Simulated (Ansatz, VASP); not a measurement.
# NaCl: VASP beside Ansatz

```
Na Cl
1.0
     2.87894    0.00000    0.00000
     0.00000    2.87894    0.00000
     0.00000    0.00000    2.87894
Na Cl
1 1
Direct
  0.00000 0.00000 0.00000
  0.50000 0.50000 0.50000
```

Change from the starting cell: volume scaled by 1.02.

Alike in both runs: task single point; functional PBEsol; k mesh 8 × 8 × 8; occupations fermi-dirac, width 0.02 eV; no spin polarisation.

```csv
,VASP,Ansatz
version,VASP 6.6.1,Ansatz 0.2.0
potentials or method,"VASP PAW PBE potentials, release 64 (Na_pv, Cl), cutoff 520 eV","all-electron LAPW, scalar-relativistic"
```

Ansatz gave:

| Property | Result |
| --- | --- |
| gap on the k mesh at the Fermi level (eV) | 4.23 |
| pressure (GPa) | 54.8 |

**Question.** What did VASP give for the same quantities?

**Answer.** gap on the k mesh at the Fermi level (eV): 4.28; pressure (GPa): 55.4.

Ansatz ran all-electron here, so the differences hold the error of VASP's frozen core and of both bases.

Caveats: so large a pressure means that the cell lies far from this level's equilibrium, or that cutoff or potentials fall short (VASP); the potentials were made for another functional, which shifts forces and pressure (VASP). A k mesh can miss the band edges.
